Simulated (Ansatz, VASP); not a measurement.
# Cross-check of GaAs between VASP and Ansatz, part 2 of 2

One calculation is typed for both programs; each brings its own data sets and cutoff. How far apart do they land?

VASP 6.6.1 and Ansatz 0.2.0.

So far. Step 3 (VASP: band structure, HSE03): Spin-orbit coupling is off here; it would split degenerate levels, and it lifts a valence top of As p states by about 0.1 eV.

## Step 4: Side by side

Known differences besides the potentials themselves: exact exchange at q = 0 is treated differently, which shows on coarse meshes; VASP keeps PBE cores, Ansatz makes them for the functional; the data sets hold 28 valence electrons in Ansatz (default PAW (the set named soft_2) files) and 18 in VASP; the cutoff is 420 eV in Ansatz and 400 eV in VASP; VASP takes a coarser grid for exact exchange (PRECFOCK = Fast). Total energies have different zeros and are not compared.

Both answers:

| quantity | Ansatz | VASP | difference |
| --- | --- | --- | --- |
| gap over the path points (eV) | 1.297 | 1.292 | +0.005 |

Levels at points of the path, from each program's valence-band top (eV; 3 filled, then empty):

| k (reciprocal lattice) | Ansatz | VASP |
| --- | --- | --- |
| 0.000 0.000 0.000 | 0.00 0.00 0.00 1.30 4.35 4.35 | 0.00 0.00 0.00 1.29 4.36 4.36 |
| 0.500 0.000 0.500 | -7.29 -2.87 -2.87 1.91 2.17 11.29 | -7.28 -2.86 -2.86 1.93 2.19 11.28 |
| 0.500 0.200 0.700 | -7.10 -3.69 -3.49 4.48 4.74 7.09 | -7.08 -3.68 -3.48 4.49 4.74 7.09 |
| 0.400 0.350 0.750 | -7.07 -4.09 -2.52 2.67 5.33 8.46 | -7.06 -4.08 -2.51 2.67 5.33 8.45 |
| 0.150 0.150 0.300 | -3.88 -1.88 -0.44 3.20 4.92 5.09 | -3.87 -1.87 -0.44 3.20 4.92 5.10 |
| 0.200 0.200 0.200 | -3.40 -0.53 -0.53 2.26 5.09 5.09 | -3.40 -0.52 -0.52 2.26 5.09 5.09 |
| 0.550 0.400 0.550 | -6.99 -2.70 -1.57 2.87 5.06 6.13 | -6.98 -2.69 -1.57 2.87 5.06 6.14 |
| 0.600 0.250 0.650 | -7.07 -4.09 -2.52 2.67 5.33 8.46 | -7.06 -4.08 -2.51 2.67 5.33 8.45 |
| 0.500 0.250 0.750 | -7.07 -3.77 -3.54 5.28 5.43 6.19 | -7.06 -3.76 -3.53 5.28 5.43 6.20 |
| 0.500 0.500 0.500 | -7.10 -1.22 -1.22 1.62 5.27 5.27 | -7.09 -1.21 -1.21 1.63 5.27 5.27 |

Among the levels compared at these points, filled levels agree within 13 meV and empty ones within 13 meV.

## Step 5: VASP: band structure, r2SCANh with an exact-exchange share of 0.1

Levels along a path test the potential and the projectors away from the mesh points.

The run reads the wave functions of an earlier VASP run, which isn't shown here.

INCAR reads:

```
SYSTEM = GaAs
PREC = Accurate
ENCUT = 400
EDIFF = 1E-06
NELM = 100
ISMEAR = 0
SIGMA = 0.02
LREAL = .FALSE.
ALGO = Normal
LHFCALC = .TRUE.
AEXX = 0.1
METAGGA = R2SCAN
LASPH = .TRUE.
NBANDS = 15
PRECFOCK = Fast
HFRCUT = -1
LORBIT = 11
LWAVE = .FALSE.
LCHARG = .FALSE.
KPAR = 4
```

POSCAR reads:

```
GaAs
1.0
    0.0000000000      2.8268500000      2.8268500000
    2.8268500000      0.0000000000      2.8268500000
    2.8268500000      2.8268500000      0.0000000000
Ga As
1 1
Direct
    0.0000000000      0.0000000000      0.0000000000
    0.2500000000      0.2500000000      0.2500000000
```

KPOINTS reads:

```
Automatic mesh
0
Gamma
4 4 4
0 0 0
```

KPOINTS_OPT reads:

```
Line mode
6
Line-mode
Reciprocal
  0.00000000   0.00000000   0.00000000 GAMMA
  0.50000000   0.00000000   0.50000000 X

  0.50000000   0.00000000   0.50000000 X
  0.50000000   0.25000000   0.75000000 W

  0.50000000   0.25000000   0.75000000 W
  0.37500000   0.37500000   0.75000000 K

  0.37500000   0.37500000   0.75000000 K
  0.00000000   0.00000000   0.00000000 GAMMA

  0.00000000   0.00000000   0.00000000 GAMMA
  0.50000000   0.50000000   0.50000000 L

  0.50000000   0.50000000   0.50000000 L
  0.62500000   0.25000000   0.62500000 U

  0.62500000   0.25000000   0.62500000 U
  0.50000000   0.25000000   0.75000000 W

  0.50000000   0.25000000   0.75000000 W
  0.50000000   0.50000000   0.50000000 L

  0.50000000   0.50000000   0.50000000 L
  0.37500000   0.37500000   0.75000000 K

  0.62500000   0.25000000   0.62500000 U
  0.50000000   0.00000000   0.50000000 X
```

The projector-augmented-wave data sets are Ga_d and As (PBE family, release 64).

Command:

```console
$ mpirun -np 4 vasp_std
```

Numbers of over 12 decimals in the logs are rounded to 6 here.

Log:

```text
[banner, memory and clock lines left out]
running    4 mpi-ranks, on    1 nodes
[...]
|                                                                             |
|               ----> ADVICE to this user running VASP <----                  |
|                                                                             |
|     You enforced a specific xc type in the INCAR file but a different       |
|     [... a line on the potential file left out ...]
|     I HOPE YOU KNOW WHAT YOU ARE DOING!                                     |
|                                                                             |

 LDA part: xc-table for (None), standard interpolation
 found WAVECAR, reading the header
 POSCAR, INCAR and KPOINTS ok, starting setup
[...]
HFRCUT set to (new)   8.837781
 reading WAVECAR
 the WAVECAR file was read successfully
 initial charge from wavefunction
 entering main loop
       N       E                     dE             d eps       ncg     rms          rms(c)
[...]
DAV:   9    -0.261140363548E+02   -0.16391E-05   -0.61557E-07   176   0.800E-03    0.244E-02
DAV:  10    -0.261140373065E+02   -0.95170E-06   -0.27940E-07   190   0.555E-03
   1 F= -.26114037E+02 E0= -.26114037E+02  d E =-.778209E-36
 Start KPOINTS_OPT (optional k-point list driver)
k-point batch [1-8\60]
       N       E                     dE             ncg
DAV:   1    -0.373177505560E+03   -0.29878E+04      240
DAV:   2    -0.108173043276E+04   -0.70855E+03      268
DAV:   3    -0.113480626466E+04   -0.53076E+02      310
DAV:   4    -0.113585380786E+04   -0.10475E+01      297
DAV:   5    -0.113586610809E+04   -0.12300E-01      338
DAV:   6    -0.113586647856E+04   -0.37047E-03      378
DAV:   7    -0.113586648314E+04   -0.45748E-05      322
DAV:   8    -0.113586648328E+04   -0.14823E-06      274
[...]
k-point batch [57-60\60]
       N       E                     dE             ncg
DAV:   1     0.211388964012E+04   -0.27051E+04      120
DAV:   2     0.176649476600E+04   -0.34739E+03      120
DAV:   3     0.174049032203E+04   -0.26004E+02      148
DAV:   4     0.174004092016E+04   -0.44940E+00      149
DAV:   5     0.174003664105E+04   -0.42791E-02      169
DAV:   6     0.174003651212E+04   -0.12893E-03      178
DAV:   7     0.174003651070E+04   -0.14206E-05      160
DAV:   8     0.174003651065E+04   -0.49514E-07      137
```

From OUTCAR (step 5):

```text
 POSITION                                       TOTAL-FORCE (eV/Angst)
 -----------------------------------------------------------------------------------
      0.00000      0.00000      0.00000        -0.000000     -0.000000     -0.000000
      1.41342      1.41342      1.41342         0.000000      0.000000      0.000000
 -----------------------------------------------------------------------------------
    total drift:                                0.000169      0.000046      0.000088

  FREE ENERGIE OF THE ION-ELECTRON SYSTEM (eV)
  ---------------------------------------------------
  free  energy   TOTEN  =       -26.1140373065 eV

  energy  without entropy=      -26.1140373065  energy(sigma->0) =      -26.11403731

[... 2 parts as in an earlier step ...]

[... 1 further part left out ...]
[key lines of the parts left out:]
E-fermi :   3.6215
```

## Step 6: Ansatz: band structure, r2SCANh with an exact-exchange share of 0.1

The same cell, functional, mesh and smearing now go to Ansatz, which takes its cutoff from its data sets.

input.yaml reads:

```yaml
crystal:
  lattice:
    - [0.0, 2.82685, 2.82685]
    - [2.82685, 0.0, 2.82685]
    - [2.82685, 2.82685, 0.0]
  atoms:
    - { symbol: Ga, position: [0.0, 0.0, 0.0] }
    - { symbol: As, position: [0.25, 0.25, 0.25] }
hamiltonian:
  xc: r2scanh
  pseudopotentials: { kind: paw }
kpoints:
  mp_grid: { grid: [4, 4, 4] }
  band_path:
    path:
      - [0.0, 0.0, 0.0]
      - [0.5, 0.0, 0.5]
      - [0.5, 0.2, 0.7]
      - [0.4, 0.35, 0.75]
      - [0.15, 0.15, 0.3]
      - [0.2, 0.2, 0.2]
      - [0.55, 0.4, 0.55]
      - [0.6, 0.25, 0.65]
      - [0.5, 0.25, 0.75]
      - [0.5, 0.5, 0.5]
      - [0.375, 0.375, 0.75]
      - [0.5, 0.0, 0.5]
    npoints: 1
scf:
  occupations: { method: gaussian, width: 0.02 }
  n_extra_bands: 7
output:
  forces: true
  stress: true
  eigenvalues: true
```

Command:

```console
$ ansatz run input.yaml --threads 4 --pin off --max-ram 9216MiB --backend cpu --events-out ev --progress --plain --runs-dir out
```

Log:

```text
[...]
Crystal: 2 atoms, lattice volume = 45.179 Å³
Basis set: ecut = 500 eV, 1139 PW (Γ), exchange–correlation on 120×120×120 points (64 copies of the dense FFT grid, shifted against one another)
Bands: 21, of which v1, the nominal top of the filled ones, is band 14 counted from 1 (13 counted from 0)
Symmetry: 24 space group operations
[...]
k-points: 8 of 64 (time reversal used)
[...]
--- Band table (eV; the first three rows and the last of 8) ---
  k-point 0: bands = [... 10 lower, -5.9523, 7.7118, 7.7118, 7.7118, 9.2647, 12.2905, 12.2905, 12.2905, ... 3 higher]
  k-point 1: bands = [... 10 lower, -5.2099, 3.3936, 6.9911, 6.9911, 10.0631, 13.2149, 13.2149, 14.7652, ... 3 higher]
  k-point 2: bands = [... 10 lower, -4.0495, 0.6439, 6.4842, 6.4842, 9.5844, 13.2428, 13.2428, 16.5350, ... 3 higher]
  k-point 7: bands = [... 10 lower, -3.1810, 0.6798, 3.9348, 4.1596, 13.2858, 13.3604, 14.2065, 14.7268, ... 3 higher]
[key lines of the parts left out:]
Free energy (F): -8654.826240 eV
Fermi energy:    8.488413 eV
P = ⅓ Tr σ = 0.3148 GPa (3.148 kbar)
```

Run time: 22 s. Hardware: 4 threads of Arm Neoverse V1, shared host; peak memory 0.9 GiB; 79 s of CPU time.

## Step 7: Comparison

What differs besides the data sets and the points named for the pairs above, as far as they apply: the cutoff is 500 eV in Ansatz and 400 eV in VASP. Total energies have different zeros and are not compared.

Both answers:

```csv
quantity,Ansatz,VASP,difference
gap over the path points (eV),1.553,1.541,+0.012
```

Levels at points of the path, from each program's valence-band top (eV; 3 filled, then empty):

```csv
k (reciprocal lattice),Ansatz,VASP
0.000 0.000 0.000,0.00 0.00 0.00 1.55 4.58 4.58,0.00 0.00 0.00 1.54 4.58 4.58
0.500 0.000 0.500,-7.24 -2.88 -2.88 2.20 2.43 11.60,-7.24 -2.88 -2.88 2.21 2.43 11.58
0.500 0.200 0.700,-7.05 -3.70 -3.50 4.78 4.99 7.40,-7.05 -3.69 -3.49 4.77 4.98 7.39
0.400 0.350 0.750,-7.03 -4.11 -2.53 2.93 5.60 8.76,-7.03 -4.10 -2.53 2.93 5.59 8.75
0.150 0.150 0.300,-3.87 -1.88 -0.43 3.41 5.22 5.31,-3.87 -1.87 -0.44 3.40 5.21 5.30
0.200 0.200 0.200,-3.39 -0.53 -0.53 2.49 5.32 5.32,-3.39 -0.53 -0.53 2.49 5.32 5.32
0.550 0.400 0.550,-6.96 -2.70 -1.58 3.11 5.34 6.40,-6.95 -2.70 -1.58 3.11 5.34 6.39
0.600 0.250 0.650,-7.03 -4.11 -2.53 2.93 5.60 8.76,-7.03 -4.10 -2.53 2.93 5.59 8.75
0.500 0.250 0.750,-7.03 -3.78 -3.55 5.57 5.65 6.50,-7.03 -3.77 -3.54 5.57 5.63 6.49
0.500 0.500 0.500,-7.07 -1.23 -1.23 1.87 5.53 5.53,-7.07 -1.23 -1.23 1.87 5.53 5.53
```

Among the levels compared at these points, filled levels agree within 10 meV and empty ones within 18 meV.

## Step 8: Outcome

```
difference in gap over the path points (band structure, HSE03)                                       : 0.0050 eV
difference in gap over the path points (band structure, r2SCANh with an exact-exchange share of 0.1) : 0.012 eV
```

In words: The difference in gap over the path points is 0.012 eV (band structure, r2SCANh with an exact-exchange share of 0.1), within the 0.08 eV picked in this series as the mark of a large difference. How closely two codes agree says nothing of how well the functional describes the real material.

[Lines on the potential files, build, host, timing and source positions are cut from VASP's logs without a mark.]

[Logs are printed without paths, hosts, clocks, repeated set-up lines and the standing remarks that a program may print on its own settings, such as how far it seeks lower states.]

[Hosts, paths, dates, database ids (printed as entryN), source tags and the programs' standing remarks are cut or masked in the printed files.]
